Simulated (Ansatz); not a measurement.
# PbO2: the cost of one run

Computed with Ansatz 0.2.0 (DFT r2SCAN, scalar-relativistic, plane waves, PAW, unless a step's input says otherwise).

1 further run of the same task is left out (set aside as unsound or not needed).

## Step 1: The system as given

The structure is tetragonal, space group P4_2/nmc (No. 137). The conventional cell has a = 3.577 Å, b = 3.577 Å, c = 5.203 Å, α = 90.00°, β = 90.00°, γ = 90.00°. Hf (site symmetry -4m2) has 4 O at 2.06 Å as nearest neighbours. O (site symmetry 2mm) is surrounded by 2 Hf at 2.06 Å.

Coordinates:

```xyz
6
Lattice="3.5768 0.0000 0.0000 0.0000 3.5768 0.0000 0.0000 0.0000 5.2027" Properties=species:S:1:pos:R:3 pbc="T T T"
Hf    1.7884    1.7884    2.6013
Hf    0.0000    0.0000    0.0000
O     0.0000    1.7884    3.6219
O     1.7884    0.0000    4.1821
O     1.7884    0.0000    1.5808
O     0.0000    1.7884    1.0206
```

It goes back to an entry of the Materials Project, which need not be the stable form.

This cell was relaxed beforehand with the same method: volume 11.09 Å³/atom, gap on the mesh 5.26 eV.

## Step 2: Hf → Pb: the starting cell

The start of PbO2: fractional positions of relaxed HfO2, cell scaled by 0.939, a guess from tabulated radii.

## Step 3: A first look at the start (PbO2)

Input file input.yaml:

```yaml
crystal:
  lattice:
    - [3.357891701, 0.0, 0.0]
    - [0.0, 3.357891701, 0.0]
    - [0.0, 0.0, 4.8842252406]
  atoms:
    - { symbol: Pb, position: [0.5, 0.5, 0.5] }
    - { symbol: Pb, position: [0.0, 0.0, 0.0] }
    - { symbol: O, position: [0.0, 0.5, 0.6961635351] }
    - { symbol: O, position: [0.5, 0.0, 0.8038364649] }
    - { symbol: O, position: [0.5, 0.0, 0.3038364649] }
    - { symbol: O, position: [0.0, 0.5, 0.1961635351] }
basis:
  ecutwfc: 500
kpoints:
  mp_grid: { grid: [6, 6, 4] }
hamiltonian:
  xc: r2scan
scf:
  occupations: { method: gaussian, width: 0.1 }
output:
  forces: true
  stress: true
  eigenvalues: true
```

Started as:

```
$ ansatz run input.yaml --threads 1 --pin off --max-ram 2560MiB --backend cpu --events-out ev --progress --plain --runs-dir out
```

Q: Estimate wall time and peak memory on 1 thread of Intel Xeon 6975P-C (Granite Rapids), shared host.

About 4.3 s, with a peak of 0.48 GiB.
